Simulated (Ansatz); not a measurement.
# Cu3Al and the effect of the pressure

The cell as given:

```
CELL_PARAMETERS angstrom
3.63738 0.00000 0.00000
0.00000 3.63738 0.00000
0.00000 0.00000 3.63738
ATOMIC_POSITIONS crystal
Cu 0.00000 0.50000 0.50000
Cu 0.50000 0.00000 0.50000
Cu 0.50000 0.50000 0.00000
Al 0.00000 0.00000 0.00000
```

The cell comes from a database or a generator and needn't be the stable form of this composition.

Kept alike: task relaxation of cell and atoms; functional PBEsol; k mesh 7 × 7 × 7; occupations fermi-dirac, width 0.05 eV; no spin polarisation. Program: Ansatz, Ansatz PAW, cutoff 420 eV. The mesh is that of the run's cell of 4 atoms. No spin-orbit coupling.

| pressure, P (GPa) | volume (Å³/atom) |
| --- | --- |
| 0 | 11.971 |
| 2 | 11.817 |
| 5 | 11.612 |
| 10 | 11.305 |
| 20 | 10.799 |
| 30 | 10.394 |

The relaxations keep at least the cell's symmetry (Pm-3m). For a metal such a mesh leaves the last digits unconverged. The runs follow the start's structure, whether or not it is the stable one at these pressures. Ansatz's relaxations hold a Pulay term in the stress (up to 0.1 GPa here). P is the pressure aimed at, which the runs meet within some hundredths to tenths of a GPa. All rows use potentials made for PBE.

Question: What does the pressure change here?

Answer: The volume falls from 11.971 to 10.394 Å³/atom between 0 and 30 GPa. The volume falls ever more slowly, since the solid stiffens under load. At the pressures aimed at, which the runs meet within some tenths of a GPa, the step from 0 to 5 GPa gives a mean bulk modulus near 164 GPa, the last step 262 GPa.

Every step in pressure shrinks the cell, but each added gigapascal removes less volume than the one before, and the mean bulk modulus rises from near 164 GPa over the first 5 GPa to 262 GPa in the last step. In this ordered fcc-type arrangement all atoms sit on sites fixed by symmetry, so the cubic cell can only scale uniformly. The stiffening therefore comes from shortening all the interatomic distances in the same proportion, not from atoms shifting within the cell or from a change of its shape.

The resistance probably has two main sources. Squeezing the sp electrons supplied by both metals raises their kinetic energy, while the nearly full Cu 3d shells are pushed into closer overlap, where Pauli repulsion grows steeply. Both outweigh the cohesive attraction more strongly as the volume falls. The volumes alone can't separate these contributions, and the smooth compression says nothing about resistance to shear, which would need elastic constants or phonons.
